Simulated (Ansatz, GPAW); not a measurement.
This is a calculation of Cd for Ansatz 0.2.0. This isn't the form of Cd at room conditions, which is hcp.

The input input.yaml:

```yaml
crystal:
  lattice:
    - [3.07354613, 0.0, 0.0]
    - [1.3909569376, 2.740789049, 0.0]
    - [1.3909569376, 0.8539180026, 2.6043710672]
  atoms:
    - { symbol: Cd, position: [0.0, 0.0, 0.0] }
kpoints:
  mp_grid: { grid: [10, 10, 10] }
scf:
  occupations: { method: gaussian, width: 0.05 }
hamiltonian:
  xc: pbesol
  pseudopotentials: { kind: all_electron, lapw: { basis_error: 0.001 } }
output:
  forces: true
  stress: true
  eigenvalues: true
```

Potentials or basis: all-electron LAPW, scalar-relativistic.

Launch:

```console
$ ansatz run input.yaml --threads 1 --pin off --max-ram 3072MiB --backend cpu --events-out ev --progress --plain --runs-dir out
```

What does the same run look like in GPAW 26.7.0 (ASE script)? Potentials or basis there: PAW data sets generated for this functional, cutoff 600 eV.

As run (cutoffs and basis follow the program's own potentials, and thresholds, step limits or extra output files can differ):

The input run.py:

```python
from ase import Atoms
from ase.dft.bandgap import bandgap
from ase.io import write
from ase.units import Bohr, GPa
from gpaw import GPAW, PW, setup_paths
from gpaw.elf import elf_from_dft_calculation

setup_paths.insert(0, '.')

atoms = Atoms(['Cd'],
              cell=[[3.07354613, 0.0, 0.0],
                    [1.3909569376, 2.740789049, 0.0],
                    [1.3909569376, 0.8539180026, 2.6043710672]],
              scaled_positions=[[0.0, 0.0, 0.0]],
              pbc=True)

calc = GPAW(mode=PW(600),
            xc='PBEsol',
            kpts={'size': (10, 10, 10), 'gamma': True},
            occupations={'name': 'methfessel-paxton', 'order': 0, 'width': 0.05},
            nbands=13,
            convergence={'density': 1e-05, 'energy': 1e-05},
            maxiter=150,
            txt='gpaw.txt')
atoms.calc = calc
energy = atoms.get_potential_energy()
forces = atoms.get_forces()
stress = atoms.get_stress()
calc.write('gs.gpw')
write('result.traj', atoms)
print(f'Energy: {energy:.6f} eV')
print('Forces (eV/A):')
print(forces.round(4))
print('Stress (GPa):', (stress / GPa).round(3))
print('Fermi level:', round(calc.get_fermi_level(), 4), 'eV')
print(f'Gap: {bandgap(calc)[0]:.4f} eV, direct: {bandgap(calc, direct=True)[0]:.4f} eV')

# fields on the real-space grid
write('density.cube', atoms, data=calc.get_pseudo_density() * Bohr**3)
write('potential.cube', atoms, data=calc.get_electrostatic_potential())
write('elf.cube', atoms, data=elf_from_dft_calculation(calc).data)
```

Potentials or basis: PAW data sets generated in the run's folder for this functional, pw.

Run with:

```sh
$ gpaw-setup -f PBEsol Cd
$ OMP_NUM_THREADS=1 python run.py
```

Both were run:

|  | Ansatz | GPAW |
| --- | --- | --- |
| Pressure | -2.2 GPa | -2.7 GPa |

Where Ansatz's input types no cutoff or centring, it takes its own default and a Γ-centred mesh.

Pressure is positive in compression.
